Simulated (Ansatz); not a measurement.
RuS2 (Laurite) in Ansatz: the effect of functional

The system is RuS2 (Laurite).

```
Ru S
1.0
     5.61060    0.00000    0.00000
     0.00000    5.61060    0.00000
     0.00000    0.00000    5.61060
Ru S
4 8
Direct
  0.00000 0.50000 0.50000
  0.50000 0.50000 0.00000
  0.50000 0.00000 0.50000
  0.00000 0.00000 0.00000
  0.38831 0.11169 0.88831
  0.11169 0.88831 0.38831
  0.88831 0.38831 0.11169
  0.61169 0.61169 0.61169
  0.61169 0.88831 0.11169
  0.88831 0.11169 0.61169
  0.11169 0.61169 0.88831
  0.38831 0.38831 0.38831
```

Alike in all runs:

* Program: Ansatz 0.2.0
* Task: band structure
* Potentials or basis: Ansatz PAW
* k mesh: 5 × 5 × 5
* Occupations: fermi-dirac, width 0.05 eV
* Spin: no spin polarisation

```csv
functional,cutoff,gap on the mesh (eV),pressure (GPa),largest force (eV/Å)
PBEsol,420 eV (not typed: the program's choice for these potentials),?,?,?
r2SCAN,500 eV (not typed: the program's choice for these potentials),0.94,2.1,0.07
LDA,420 eV (not typed: the program's choice for these potentials),0.70,-6.3,0.36
```

Question: What does the run with functional PBEsol give?

Answer: gap on the mesh 0.71 eV; pressure -3.1 GPa; largest force 0.33 eV/Å.

Caveats: the PAW data sets come from PBE, with cores solved anew for the run's functional, which leaves a small shift of forces and pressure.

Runs at the PBE level aren't shown here.
